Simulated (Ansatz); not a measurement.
Set up this calculation in Ansatz 0.2.0, as the native input.

| Quantity | Value |
| --- | --- |
| Task | Born charges and dielectric tensor |
| Functional | LDA |
| Potentials or basis | Ansatz PAW |
| Cutoff | 420 eV (not typed: the program's choice for these potentials) |
| k mesh | 10 × 10 × 2 |
| Occupations | fixed |
| Spin | no spin polarisation |

WS2, a slab with vacuum:

```xyz
3
Lattice="3.1835 0.0000 0.0000 -1.5918 2.7570 0.0000 0.0000 0.0000 16.9506" Properties=species:S:1:pos:R:3 pbc="T T T"
W     0.0000    0.0000    0.0000
S     0.0000    1.8380    1.5595
S     0.0000    1.8380   15.3911
```

These files were run (other wordings do the same):

input.yaml

```yaml
crystal:
  lattice:
    - [3.1835163552, 0.0, 0.0]
    - [-1.5917581776, 2.7570060369, 0.0]
    - [0.0, 0.0, 16.95057789]
  atoms:
    - { symbol: W, position: [0.0, 0.0, 0.0] }
    - { symbol: S, position: [0.3333333333, 0.6666666667, 0.09200051] }
    - { symbol: S, position: [0.3333333333, 0.6666666667, 0.90799949] }
hamiltonian:
  xc: lda
  pseudopotentials: { kind: paw }
kpoints:
  mp_grid: { grid: [10, 10, 2] }
scf:
  occupations: { method: fixed }
output:
  eigenvalues: true
dielectric:
  method: response
```

Potentials or basis: Ansatz PAW.

Launch:

```sh
$ ansatz run input.yaml --threads 2 --pin off --max-ram 5632MiB --backend cpu --events-out ev --progress --plain --runs-dir out
```

Results of the run:

```
Band gap on the k mesh                  : 1.97 eV, indirect (least direct gap 2.14 eV)
Electronic dielectric tensor (diagonal) : 5.69, 5.69, 1.43
Born charges (mean of the diagonal)     : W -0.44; S +0.22 e
```

Caveat: spin-orbit coupling is left out, which moves the levels of the heavy elements.

It took 99 s on 2 threads of Intel(R) Xeon(R) Processor @ 2.50GHz (Skylake/Cascade Lake), on a shared host, peak memory 0.96 GiB.
